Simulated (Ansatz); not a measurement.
BaTiO3 (Barioperovskite):

```
CELL_PARAMETERS angstrom
3.98550 0.00000 0.00000
0.00000 2.83690 2.84515
0.00000 -2.83690 2.84515
ATOMIC_POSITIONS crystal
Ba 0.00000 0.00000 0.00000
Ti 0.50000 0.51240 0.51240
O 0.50000 0.99184 0.50524
O 0.50000 0.50524 0.99184
O 0.00000 0.48740 0.48740
```

Base run:

* Program: Ansatz 0.2.0
* Functional: PBE0
* Potentials or basis: Ansatz PAW
* Cutoff: 420 eV (not typed: the program's choice for these potentials)
* k mesh: 6 × 6 × 6
* Occupations: fermi-dirac, width 0.05 eV
* Spin: no spin polarisation

Its results: band gap on the k mesh 4.06 eV, indirect (least direct gap 4.21 eV); pressure -3.2 GPa; largest force 0.410 eV/Å.

Question: The run is repeated on the same cell with these changes: functional from PBE0 to HSE06. What comes out?

Answer: Band gap on the k mesh 3.32 eV, indirect (least direct gap 3.48 eV); pressure -3.1 GPa; largest force 0.404 eV/Å.

Caveats: spin-orbit coupling is left out, which moves the levels of the heavy elements; the PAW data sets come from PBE, with cores solved anew for the run's functional, which leaves a small shift of forces and pressure; the thresholds are loose for stress.
